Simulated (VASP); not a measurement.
# Ti (Fmmm) in VASP: a series of runs

Runs on Ti. Level: PBEsol. Tasks: single point.

Program: VASP 6.6.1. These are calculated values, not measurements. Logs are shortened: lines on timing, memory, paths and dates and some standing lists are left out, and cuts for length are marked.

**1. The cell of the first run**

It takes space group Fmmm (No. 69, orthorhombic). Conventional cell: a = 3.969 Å, b = 4.060 Å, c = 4.151 Å, α = 90.00°, β = 90.00°, γ = 90.00°. Around Ti (site symmetry mmm) lie 12 Ti at 2.84 to 2.90 Å.

This isn't the form of Ti at room conditions, which is hcp.

**2. Single point, PBEsol (strain +0.0225 x Voigt [1, -1, 0, 0, 0, 0], atoms carried along)**

Contents of INCAR:

```
PREC = Accurate
ENCUT = 520
EDIFF = 1E-6
ISMEAR = 0
SIGMA = 0.15
LREAL = False
LASPH = True
NELM = 100
ALGO = Fast
ISIF = 2
LWAVE = False
LCHARG = False
GGA = PS
NBANDS = 12
```

Contents of KPOINTS:

```
Automatic mesh
0
Gamma
  20 20 20
```

Contents of POSCAR:

```
Ti
1.0
    0.0000000000      1.9843250000      2.0300000000
    2.0756750000      0.0000000000      2.0300000000
    2.0756750000      1.9843250000      0.0000000000
Ti
1
Direct
    0.0000000000      0.0000000000      0.0000000000
```

Potentials or basis: VASP PAW PBE potentials, release 64 (Ti_sv).

Launch:

```bash
cat potpaw_PBE.64/Ti_sv/POTCAR > POTCAR
mpirun -np 1 vasp_std > vasp.out
```

OUTCAR:

```text
PREC = Accurate
   ENCUT = 520
   EDIFF = 1E-6
   ISMEAR = 0
   LREAL = False
   LASPH = True
   NELM = 100
   ISIF = 2
   GGA = PS

 ion  position               nearest neighbor table
   1  0.000  0.000  0.000-

  LATTYP: Found a face centered orthorhombic cell.
 ALAT       =     3.9686500000
 B/A-ratio  =     1.0230179028
 C/A-ratio  =     1.0460358056

  Lattice vectors:

 A1 = (  -2.0756750000,   0.0000000000,  -2.0300000000)
 A2 = (  -2.0756750000,   1.9843250000,   0.0000000000)
 A3 = (   0.0000000000,   1.9843250000,  -2.0300000000)

Analysis of symmetry for initial positions (statically):
=====================================================================
 Subroutine PRICEL returns:
 Original cell was already a primitive cell.

 Routine SETGRP: Setting up the symmetry group for a
 face centered orthorhombic supercell.

 Subroutine GETGRP returns: Found  8 space group operations
 (whereof  8 operations were pure point group operations)
 out of a pool of  8 trial point group operations.

The static configuration has the point symmetry D_2h.

Analysis of symmetry for dynamics (positions and initial velocities):
=====================================================================
 Subroutine PRICEL returns:
 Original cell was already a primitive cell.

 Routine SETGRP: Setting up the symmetry group for a
 face centered orthorhombic supercell.

 Subroutine GETGRP returns: Found  8 space group operations
 (whereof  8 operations were pure point group operations)
 out of a pool of  8 trial point group operations.

The dynamic configuration has the point symmetry D_2h.

 Subroutine INISYM returns: Found  8 space group operations
 (whereof  8 operations are pure point group operations),
 and found     1 'primitive' translations

----------------------------------------------------------------------------------------

                                     Primitive cell

  volume of cell :      16.7224

  direct lattice vectors                    reciprocal lattice vectors
     0.000000000  1.984325000  2.030000000    -0.240885495  0.251974853  0.246305419
     2.075675000  0.000000000  2.030000000     0.240885495 -0.251974853  0.246305419
     2.075675000  1.984325000  0.000000000     0.240885495  0.251974853 -0.246305419

  length of vectors
     2.838740162  2.903330278  2.871580124     0.426829600  0.426829600  0.426829600

  position of ions in fractional coordinates (direct lattice)
     0.000000000  0.000000000  0.000000000

  ion indices of the primitive-cell ions
   primitive index   ion index
                 1           1

----------------------------------------------------------------------------------------

 KPOINTS: Automatic mesh

Automatic generation of k-mesh.
 Grid dimensions read from file:
 generate k-points for:   20   20   20

 Generating k-lattice:

  Cartesian coordinates                     Fractional coordinates (reciprocal lattice)
    -0.012044275  0.012598743  0.012315271     0.050000000 -0.000000000 -0.000000000
     0.012044275 -0.012598743  0.012315271     0.000000000  0.050000000  0.000000000
     0.012044275  0.012598743 -0.012315271     0.000000000  0.000000000  0.050000000

  Length of vectors
     0.021341480  0.021341480  0.021341480

  Shift w.r.t. Gamma in fractional coordinates (k-lattice)
     0.000000000  0.000000000  0.000000000

 Subroutine IBZKPT returns following result:
 ===========================================

 Found   1166 irreducible k-points:

 Following reciprocal coordinates:
            Coordinates               Weight
  0.000000  0.000000  0.000000      1.000000
  0.050000 -0.000000 -0.000000      8.000000
  0.100000 -0.000000  0.000000      8.000000
  0.150000 -0.000000  0.000000      8.000000
  0.200000 -0.000000  0.000000      8.000000
  0.250000 -0.000000  0.000000      8.000000
[... 16 lines left out ...]
 -0.400000  0.050000  0.000000      8.000000
 -0.350000  0.050000  0.000000      8.000000
 [... further k-points ...]
   k-points           NKPTS =   1166   k-points in BZ     NKDIM =   1166   number of bands    NBANDS=     12
   number of dos      NEDOS =    301   number of ions     NIONS =      1
   total plane-waves  NPLWV =  13824
   dimension x,y,z NGX =    24 NGY =   24 NGZ =   24
   dimension x,y,z NGXF=    48 NGYF=   48 NGZF=   48
   ions per type =               1
   NGX,Y,Z   is equivalent  to a cutoff of  14.06, 13.74, 13.89 a.u.
   NGXF,Y,Z  is equivalent  to a cutoff of  28.11, 27.49, 27.79 a.u.
 SYSTEM =  unknown system
   PREC   = accura    normal or accurate (medium, high low for compatibility)
   ISTART =      0    job   : 0-new  1-cont  2-samecut
   ICHARG =      2    charge: 1-file 2-atom 10-const
   ISPIN  =      1    spin polarized calculation?
   LNONCOLLINEAR =      F non collinear calculations
   LSORBIT =      F    spin-orbit coupling
   LASPH  =      T    aspherical Exc in radial PAW
   ENCUT  =  520.0 eV  38.22 Ry    6.18 a.u.   5.28  5.40  5.34*2*pi/ulx,y,z
   NELM   =    100;   NELMIN=  2; NELMDL= -5     # of ELM steps
   EDIFF  = 0.1E-05   stopping-criterion for ELM
   LREAL  =      F    real-space projection
   EDIFFG = 0.1E-04   stopping-criterion for IOM
   NSW    =      0    number of steps for IOM
   IBRION =     -1    ionic relax: 0-MD 1-quasi-New 2-CG
   NFREE  =      0    steps in history (QN), initial steepest desc. (CG)
   ISIF   =      2    stress and relaxation
   ISYM   =      2    0-nonsym 1-usesym 2-fastsym
   POTIM  = 0.5000    time-step for ionic-motion
   TEBEG  =    0.0;   TEEND  =   0.0 temperature during run
   PSTRESS=    0.0 pullay stress
   NELECT =      12.0000    total number of electrons
   NUPDOWN=      -1.0000    fix difference up-down
   EMIN   =  10.00;   EMAX   =-10.00  energy-range for DOS
   EFERMI =   0.00;   METHOD = LEGACY
   ISMEAR =     0;   SIGMA  =   0.15  broadening in eV -4-tet -1-fermi 0-gaus
   EFERMI_NEDOS =   21; number of points for ismear=-14 and -15
   IALGO  =     68    algorithm
   IMIX   =      4    mixing-type and parameters
     AMIX     =   0.40;   BMIX     =  1.00
     AMIX_MAG =   1.60;   BMIX_MAG =  1.00
  volume/ion in A,a.u.               =      16.72       112.85
  Fermi-wavevector in a.u.,A,eV,Ry     =   1.465669  2.769712 29.227833  2.148185
  Thomas-Fermi vector in A             =   2.581498
   LORBIT       =      0    0 simple, 1 ext, 2 COOP (PROOUT), +10 PAW based schemes
   GGA     = PS    functional components
   LHFCALC =     F    Hartree Fock is set to
   AEXX    =    0.0000 exact exchange contribution
   IVDW    =     0    specifies the selected vdW correction
   LEPSILON=     F    determine dielectric tensor
   LRPA    =     F    only Hartree local field effects (RPA)
 non-spin polarized calculation
 RMM-DIIS sequential band-by-band and
 Gauss-broadening in eV      SIGMA  =   0.15
  energy-cutoff  :      520.00
  volume of cell :       16.72
 maximum number of plane-waves:       465
 NGX is ok and might be reduce to    24
   NGX = 11   NGY = 11   NGZ = 11

 number of electron      12.0000003 magnetization

 Free energy of the ion-electron system (eV)
  ---------------------------------------------------
  ext. energy  EPLUGINS =         0.00000000
  ---------------------------------------------------
  free energy    TOTEN  =        -8.29086003 eV

  energy without entropy =       -8.27165438  energy(sigma->0) =       -8.28125720

 E-fermi :   8.4969     XC(G=0): -11.8182

 val. band max:        8.4930556257   @ k =  -0.3000   0.1000   0.3000
 cond. band min:       8.4972181421   @ k =   0.4500  -0.2500   0.2500
 fundamental gap:      0.0041625164
 Fermi energy:         8.4969307833

 k-point     1 :       0.0000    0.0000    0.0000
  band No.  band energies     occupation
      1     -47.9143      2.00000
      2     -23.8253      2.00000
      3     -23.8199      2.00000
      4     -23.8166      2.00000
      5       2.3149      2.00000
      6       9.2186      0.00000
      7       9.4116      0.00000
      8       9.5891      0.00000
      9      10.9138      0.00000
     10      11.2876      0.00000
     11      24.0034      0.00000
     12      28.0657      0.00000

 k-point     2 :       0.0500   -0.0000   -0.0000
  band No.  band energies     occupation
      1     -47.9108      2.00000
      2     -23.8407      2.00000
      3     -23.8257      2.00000
      4     -23.8199      2.00000
      5       2.3992      2.00000
      6       9.2197      0.00000
      7       9.4139      0.00000
      8       9.5943      0.00000
      9      10.8970      0.00000
     10      11.2631      0.00000
     11      24.0808      0.00000
     12      27.7280      0.00000

 k-point     3 :       0.1000   -0.0000    0.0000
  band No.  band energies     occupation
      1     -47.9006      2.00000
      2     -23.8967      2.00000
      3     -23.8345      2.00000
      4     -23.8256      2.00000
      5       2.6475      2.00000
      6       9.1535      0.00000
      7       9.4428      0.00000
      8       9.6492      0.00000
      9      10.8607      0.00000
     10      11.2010      0.00000
     11      24.2507      0.00000
     12      26.5484      0.00000
[... 286 lines left out ...]
 k-point    23 :      -0.4000    0.0500    0.0000
  band No.  band energies     occupation
      1     -47.7768      2.00000
      2     -24.5332      2.00000
      3     -23.9426      2.00000
      4     -23.8973      2.00000
      5       5.7404      2.00000
      6       8.8047      0.00371
      7       9.1704      0.00000
      8       9.5223      0.00000
      9      11.9514      0.00000
     10      12.3118      0.00000
     11      17.8465      0.00000
     12      23.4614      0.00000

 k-point    24 :      -0.3500    0.0500    0.0000
  band No.  band energies     occupation
      1     -47.7912      2.00000
      2     -24.4612      2.00000
      3     -23.9326      2.00000
      4     -23.8879      2.00000
      5       5.4613      2.00000
      6       8.5709      0.48556
      7       9.2360      0.00000
      8       9.6103      0.00000
      9      11.6659      0.00000
     10      12.0819      0.00000
     11      18.8633      0.00000
     12      23.7881      0.00000

 [... further k-points ...]

------------------------ aborting loop because EDIFF is reached ----------------------------------------

  FORCE on cell =-STRESS in cart. coord.  units (eV):
  Direction    XX          YY          ZZ          XY          YZ          ZX
  --------------------------------------------------------------------------------------
  -------------------------------------------------------------------------------------
  Total       -0.1362291      0.0243808     -0.0552741      0.0000000      0.0000000      0.0000000
  in kB      -13.0521545      2.3359331     -5.2958271      0.0000000      0.0000000      0.0000000
  external PRESSURE =      -5.3373495 kB  Pullay stress =       0.0000000 kB

 VOLUME and BASIS-vectors are now :
 -----------------------------------------------------------------------------
  energy-cutoff  :      520.00
  volume of cell :       16.72
      direct lattice vectors                 reciprocal lattice vectors
     0.000000000  1.984325000  2.030000000    -0.240885495  0.251974853  0.246305419
     2.075675000  0.000000000  2.030000000     0.240885495 -0.251974853  0.246305419
     2.075675000  1.984325000  0.000000000     0.240885495  0.251974853 -0.246305419

 POSITION                                       TOTAL-FORCE (eV/Angst)
 -----------------------------------------------------------------------------------
      0.00000      0.00000      0.00000         0.000000      0.000000      0.000000
 -----------------------------------------------------------------------------------
    total drift:                                0.000000     -0.000000     -0.000000

  FREE ENERGIE OF THE ION-ELECTRON SYSTEM (eV)
  ---------------------------------------------------
  free  energy   TOTEN  =        -8.2908600316 eV

  energy  without entropy=       -8.2716543782  energy(sigma->0) =       -8.28125720
```

Wall time 3.9 min (1 thread of AMD EPYC 9R45 (Zen 5), shared host); peak memory 0.29 GiB.

What came out:

- Free energy: -8.2909 eV
- Pressure: -0.5 GPa
- Band gap on the k mesh: none (metal or under the smearing width)

Stress tensor (GPa, compression positive):
```
-1.31  0.00  0.00
 0.00  0.23  0.00
 0.00  0.00 -0.53
```

Caveat: the PAW data sets were made with another functional, which shifts forces and pressure a little.

(Part 1 of 2 ends here.)
